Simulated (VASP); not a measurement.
All values below come from modified Becke-Johnson potential (mBJ), VASP's PBE PAW potentials (set 64) (plane waves; VASP).

VASP ran on this input.

POSCAR:
```
ZrO2
1
    3.6220835907     0.0000000000     0.0000000000
    0.0000000000     3.6220835907     0.0000000000
    0.0000000000     0.0000000000     5.2785076792
Zr O
2 4
Direct
  1.0000000000   0.0000000000   0.0000000000
  0.5000000000   0.5000000000   0.5000000000
  0.0000000000   0.5000000000   0.3062082278
  0.0000000000   0.5000000000   0.8062082278
  0.5000000000   0.0000000000   0.1937917722
  0.5000000000   0.0000000000   0.6937917722
```

**KPOINTS_OPT**
```
k-points along high-symmetry lines
7
Line-mode
Reciprocal
  0.000000   0.000000   0.000000 ! GAMMA
  0.000000   0.500000   0.000000 ! X

  0.000000   0.500000   0.000000 ! X
  0.500000   0.500000   0.000000 ! M

  0.500000   0.500000   0.000000 ! M
  0.000000   0.000000   0.000000 ! GAMMA

  0.000000   0.000000   0.000000 ! GAMMA
  0.000000   0.000000   0.500000 ! Z

  0.000000   0.000000   0.500000 ! Z
  0.000000   0.500000   0.500000 ! R

  0.000000   0.500000   0.500000 ! R
  0.500000   0.500000   0.500000 ! A

  0.500000   0.500000   0.500000 ! A
  0.000000   0.000000   0.500000 ! Z

  0.000000   0.500000   0.000000 ! X
  0.000000   0.500000   0.500000 ! R

  0.500000   0.500000   0.000000 ! M
  0.500000   0.500000   0.500000 ! A
```

**INCAR**
```
# general
SYSTEM  = ZrO2
PREC    = Accurate
ENCUT   = 500
LREAL   = F
LASPH   = T

# electronic loop
EDIFF   = 1E-6
NELM    = 200
ALGO    = Normal
LMAXMIX = 4
LMIXTAU = T

# smearing
ISMEAR  = 0
SIGMA   = 0.05

# functional
METAGGA = MBJ

# ions
ISIF    = 0

# output
LWAVE   = F
LCHARG  = F
```

KPOINTS:
```
Automatic mesh
0
Gamma
4 4 4
0 0 0
```

POTCAR, in this order: Zr_sv O (PBE.64 set). Program: vasp_std. Read from the step before: WAVECAR.

Output of the run:

### OUTCAR
```
 ion  position               nearest neighbor table
   1  0.000  0.000  0.000-   4 2.08   5 2.08   4 2.08   5 2.08   3 2.43   3 2.43   6 2.43   6 2.43
                             2 3.68   2 3.68   2 3.68   2 3.68   2 3.68   2 3.68   2 3.68   2 3.68
   2  0.500  0.500  0.500-   3 2.08   6 2.08   6 2.08   3 2.08   5 2.43   5 2.43   4 2.43   4 2.43
                             1 3.68   1 3.68   1 3.68   1 3.68   1 3.68   1 3.68   1 3.68   1 3.68
   3  0.000  0.500  0.306-   2 2.08   2 2.08   1 2.43   1 2.43
   4  0.000  0.500  0.806-   1 2.08   1 2.08   2 2.43   2 2.43
   5  0.500  0.000  0.194-   1 2.08   1 2.08   2 2.43   2 2.43
   6  0.500  0.000  0.694-   2 2.08   2 2.08   1 2.43   1 2.43
  LATTYP: Found a simple tetragonal cell.
 ALAT       =     3.6220835907
 C/A-ratio  =     1.4573124963
 Subroutine PRICEL returns:
 Original cell was already a primitive cell.
 Subroutine GETGRP returns: Found 16 space group operations
The static configuration has the point symmetry D_2d.
 The point group associated with its full space group is D_4h.
The dynamic configuration has the point symmetry D_2d.
 Subroutine INISYM returns: Found 16 space group operations
 Subroutine IBZKPT returns following result:
 Found     18 irreducible k-points:

 Following reciprocal coordinates:
            Coordinates               Weight
  0.000000  0.000000  0.000000      1.000000
  0.250000  0.000000  0.000000      4.000000
  0.500000  0.000000  0.000000      2.000000
  0.250000  0.250000  0.000000      4.000000
  0.500000  0.250000  0.000000      4.000000
  0.500000  0.500000  0.000000      1.000000
  0.000000  0.000000  0.250000      2.000000
  0.250000  0.000000  0.250000      8.000000
  0.500000  0.000000  0.250000      4.000000
  0.250000  0.250000  0.250000      8.000000
  0.500000  0.250000  0.250000      8.000000
  0.500000  0.500000  0.250000      2.000000
  0.000000  0.000000  0.500000      1.000000
  0.250000  0.000000  0.500000      4.000000
  0.500000  0.000000  0.500000      2.000000
  0.250000  0.250000  0.500000      4.000000
...
```

### OSZICAR
```
       N       E                     dE             d eps       ncg     rms          rms(c)
DAV:   1     0.349919609880E+03    0.34992E+03   -0.37027E+00  1008   0.173E+01    0.193E+00
DAV:   2     0.348494754615E+03   -0.14249E+01   -0.11694E+01  1008   0.260E+01    0.534E+00
DAV:   3     0.348380877074E+03   -0.11388E+00   -0.40886E-01  1540   0.388E+00    0.574E+00
DAV:   4     0.347767617562E+03   -0.61326E+00   -0.21240E-01  1040   0.411E+00    0.694E+00
DAV:   5     0.348386180644E+03    0.61856E+00   -0.33693E-02  1084   0.158E+00    0.672E+00
DAV:   6     0.352742238376E+03    0.43561E+01   -0.26071E+00  1160   0.904E+00    0.871E+00
DAV:   7     0.351394429162E+03   -0.13478E+01   -0.58399E-01  1264   0.557E+00    0.713E+00
DAV:   8     0.352009653751E+03    0.61522E+00   -0.43806E-02  1096   0.198E+00    0.743E+00
DAV:   9     0.352198978815E+03    0.18933E+00   -0.43586E-01  1016   0.421E+00    0.641E+00
DAV:  10     0.352875201997E+03    0.67622E+00   -0.11414E-01  1096   0.283E+00    0.662E+00
DAV:  11     0.353018189369E+03    0.14299E+00   -0.17660E-02  1260   0.810E-01    0.687E+00
DAV:  12     0.352710840514E+03   -0.30735E+00   -0.13054E-02  1192   0.105E+00    0.660E+00
DAV:  13     0.352679770174E+03   -0.31070E-01   -0.50798E-03  1104   0.616E-01    0.644E+00
DAV:  14     0.352735223980E+03    0.55454E-01   -0.12948E-03  1056   0.335E-01    0.647E+00
DAV:  15     0.352740624424E+03    0.54004E-02   -0.12307E-03  1024   0.317E-01    0.643E+00
DAV:  16     0.352806535050E+03    0.65911E-01   -0.62886E-04  1352   0.122E-01    0.639E+00
DAV:  17     0.352976504193E+03    0.16997E+00   -0.54188E-03  1200   0.619E-01    0.623E+00
DAV:  18     0.353130301276E+03    0.15380E+00   -0.61289E-02  1052   0.163E+00    0.537E+00
DAV:  19     0.353295462221E+03    0.16516E+00   -0.21688E-01  1084   0.327E+00    0.377E+00
DAV:  20     0.353446349429E+03    0.15089E+00   -0.96086E-02  1352   0.220E+00    0.281E+00
DAV:  21     0.353681217793E+03    0.23487E+00   -0.11493E-01  1072   0.254E+00    0.142E+00
DAV:  22     0.353764688469E+03    0.83471E-01   -0.18685E-02  1528   0.982E-01    0.885E-01
DAV:  23     0.353957881157E+03    0.19319E+00   -0.69923E-03  1232   0.563E-01    0.590E-01
DAV:  24     0.354057947050E+03    0.10007E+00   -0.11253E-02  1128   0.793E-01    0.239E-01
DAV:  25     0.354131717196E+03    0.73770E-01   -0.20751E-03  1488   0.350E-01    0.120E-01
DAV:  26     0.354150622747E+03    0.18906E-01   -0.38731E-04  1312   0.133E-01    0.558E-02
DAV:  27     0.354159506266E+03    0.88835E-02   -0.10104E-04  1184   0.653E-02    0.269E-02
DAV:  28     0.354180412137E+03    0.20906E-01   -0.22538E-05  1304   0.379E-02    0.149E-02
DAV:  29     0.354184923938E+03    0.45118E-02   -0.11965E-05   960   0.236E-02    0.157E-02
DAV:  30     0.354185490441E+03    0.56650E-03   -0.11633E-05  1364   0.250E-02    0.883E-03
DAV:  31     0.354180863530E+03   -0.46269E-02   -0.11685E-06   508   0.912E-03    0.259E-03
DAV:  32     0.354180927562E+03    0.64033E-04   -0.37972E-07   504   0.527E-03    0.270E-03
DAV:  33     0.354178554231E+03   -0.23733E-02   -0.16492E-07   504   0.351E-03    0.583E-04
DAV:  34     0.354178015335E+03   -0.53890E-03   -0.14298E-07   504   0.247E-03    0.562E-04
DAV:  35     0.354177253432E+03   -0.76190E-03   -0.64431E-08   504   0.160E-03    0.520E-04
DAV:  36     0.354177287460E+03    0.34028E-04   -0.29824E-08   504   0.126E-03    0.453E-04
DAV:  37     0.354177058656E+03   -0.22880E-03   -0.17323E-08   504   0.823E-04    0.277E-04
DAV:  38     0.354177059948E+03    0.12928E-05   -0.11773E-08   504   0.854E-04    0.115E-04
DAV:  39     0.354176962695E+03   -0.97253E-04   -0.57836E-09   504   0.533E-04    0.752E-05
DAV:  40     0.354176974329E+03    0.11634E-04   -0.20235E-09   504   0.329E-04    0.403E-05
DAV:  41     0.354176954462E+03   -0.19867E-04   -0.10366E-09   504   0.172E-04    0.344E-05
DAV:  42     0.354176959139E+03    0.46763E-05   -0.49024E-10   504   0.128E-04    0.325E-05
DAV:  43     0.354177007731E+03    0.48592E-04   -0.29842E-10   504   0.113E-04    0.842E-05
DAV:  44     0.354177007903E+03    0.17212E-06   -0.17539E-10   504   0.792E-05
   1 F= 0.35417701E+03 E0= 0.35417701E+03  d E =-.841566E-19
       N       E                     dE             ncg
       N       E                     dE             ncg
       N       E                     dE             ncg
       N       E                     dE             ncg
```

OUTCAR:
```
------------------------ aborting loop because EDIFF is reached ----------------------------------------
  volume of cell :       69.25
      direct lattice vectors                 reciprocal lattice vectors
     3.622083591  0.000000000  0.000000000     0.276084186  0.000000000  0.000000000
     0.000000000  3.622083591  0.000000000     0.000000000  0.276084186  0.000000000
     0.000000000  0.000000000  5.278507679     0.000000000  0.000000000  0.189447484
 POSITION                                       TOTAL-FORCE (eV/Angst)
 -----------------------------------------------------------------------------------
      0.00000      0.00000      0.00000        -0.000000      0.000000      0.000000
      1.81104      1.81104      2.63925        -0.000000     -0.000000      0.000000
      0.00000      1.81104      1.61632         0.000000      0.000000     -0.571076
      0.00000      1.81104      4.25558        -0.000000     -0.000000     -0.571076
      1.81104      0.00000      1.02293         0.000000      0.000000      0.571076
      1.81104      0.00000      3.66219         0.000000      0.000000      0.571076
 -----------------------------------------------------------------------------------
    total drift:                                0.000000      0.000000      0.000000
  FREE ENERGIE OF THE ION-ELECTRON SYSTEM (eV)
  ---------------------------------------------------
  free  energy   TOTEN  =       354.1770079028 eV

  energy  without entropy=      354.1770079028  energy(sigma->0) =      354.17700790

     CMBJ =    1.0000

     CMBJA=   -0.0120

     CMBJB=    1.0230

     CMBJE=    0.5000

    CMBJ =    1.4067
```
(Selected blocks of OUTCAR.)

OUTCAR:
```
 val. band max:        6.5253632008   @ k =   0.0000   0.0000   0.5000

 cond. band min:      11.4881376244   @ k =   0.0000   0.0000   0.0000


 Fermi energy:         6.8290454434

 k-point     1 :       0.0000    0.0000    0.0000
  band No.  band energies     occupation
      1     -41.2543      2.00000
      2     -41.2122      2.00000
      3     -19.5931      2.00000
      4     -19.0632      2.00000
      5     -19.0632      2.00000
      6     -19.0203      2.00000
      7     -18.9497      2.00000
      8     -18.9497      2.00000
      9     -11.9854      2.00000
     10     -11.0485      2.00000
     11     -10.5106      2.00000
     12     -10.3409      2.00000
     13       2.2689      2.00000
     14       2.3829      2.00000
     15       2.3991      2.00000
     16       2.3991      2.00000
     17       4.3563      2.00000
     18       4.3563      2.00000
     19       5.1452      2.00000
     20       5.1452      2.00000
     21       5.8187      2.00000
     22       6.3101      2.00000
     23       6.4682      2.00000
     24       6.4682      2.00000
     25      11.4881      0.00000
     26      12.2191      0.00000
     27      12.5139      0.00000
     28      12.7379      0.00000

 k-point     2 :       0.2500    0.0000    0.0000
  band No.  band energies     occupation
      1     -41.2407      2.00000
      2     -41.2109      2.00000
      3     -19.4852      2.00000
      4     -19.2876      2.00000
      5     -19.1865      2.00000
      6     -19.0446      2.00000
      7     -19.0398      2.00000
      8     -18.9595      2.00000
      9     -11.5479      2.00000
     10     -10.8886      2.00000
     11     -10.5638      2.00000
     12     -10.4418      2.00000
     13       2.3596      2.00000
     14       2.4813      2.00000
     15       2.7579      2.00000
     16       3.5623      2.00000
     17       3.9989      2.00000
     18       4.3992      2.00000
     19       4.7074      2.00000
     20       4.9436      2.00000
...
```

mBJ is a potential without an energy functional, so only the levels count.

The structure comes from a computed database's ZrO2 entry (P4_2/nmc); how it stands against other phases isn't given here. It was relaxed first. The k-mesh is coarse (spacing up to 0.43 per Å, 2π included), so the numbers may not be converged in it. The cell's shape comes from a PBE relaxation.
